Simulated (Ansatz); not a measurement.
# Al: the cost of one run

Method: DFT PBE, scalar-relativistic, plane waves, PAW, in Ansatz 0.2.0.

## 1. The structure to begin with

Symmetry: C2/m, No. 12, monoclinic system. The conventional cell has a = 6.974 Å, b = 3.906 Å, c = 3.261 Å, α = 90.00°, β = 91.89°, γ = 90.00°. Al (site symmetry m) has 6 Al at 2.46 to 2.67 Å as nearest neighbours. Al (site symmetry 2/m) is surrounded by 6 Al at 2.46 to 2.56 Å.

Cell or atoms stand a little off a more symmetric structure (R-3m at a tolerance of 0.3 Å), so results at this geometry aren't those of that ideal crystal.

As a file:

```cif
data_structure
_symmetry_space_group_name_H-M 'C2/m'
_symmetry_Int_Tables_number 12
_cell_length_a 6.9741
_cell_length_b 3.9057
_cell_length_c 3.2609
_cell_angle_alpha 90.000
_cell_angle_beta 91.888
_cell_angle_gamma 90.000
_cell_volume 88.77
loop_
_atom_site_label
_atom_site_type_symbol
_atom_site_symmetry_multiplicity
_atom_site_Wyckoff_symbol
_atom_site_fract_x
_atom_site_fract_y
_atom_site_fract_z
_atom_site_occupancy
Al1 Al 4 i 0.67600 0.00000 0.67500 1
Al2 Al 2 a 0.00000 0.00000 0.00000 1
```

This is candidate A: Te type (C2/m, No. 12).

(A quick probe on a coarse mesh, which set the mesh and smearing, is not shown.)

## 3. A loose first relaxation (candidate A)

Contents of input.yaml:

```yaml
crystal:
  lattice:
    - [3.4870451354, -1.9528309263, 0.0]
    - [3.4870451354, 1.9528309263, 0.0]
    - [-0.1074337021, 0.0, 3.2591242688]
  atoms:
    - { symbol: Al, position: [0.676, 0.676, 0.675] }
    - { symbol: Al, position: [0.324, 0.324, 0.325] }
    - { symbol: Al, position: [0.0, 0.0, 0.0] }
basis:
  ecutwfc: 420
kpoints:
  mp_grid: { grid: [6, 6, 6] }
hamiltonian:
  xc: pbe
scf:
  occupations: { method: gaussian, width: 0.1 }
  lower_state_search: "off"
output:
  forces: true
  stress: true
  eigenvalues: true
relax:
  adjacent_minimum: "off"
  f_tol: 0.04
  max_steps: 70
  cell: { stress_tol: 0.4 }
```

Q: Estimate wall time and peak memory on 1 thread of an x86-64 CPU, shared host.

About 23 s, with a peak of 0.4 GiB.
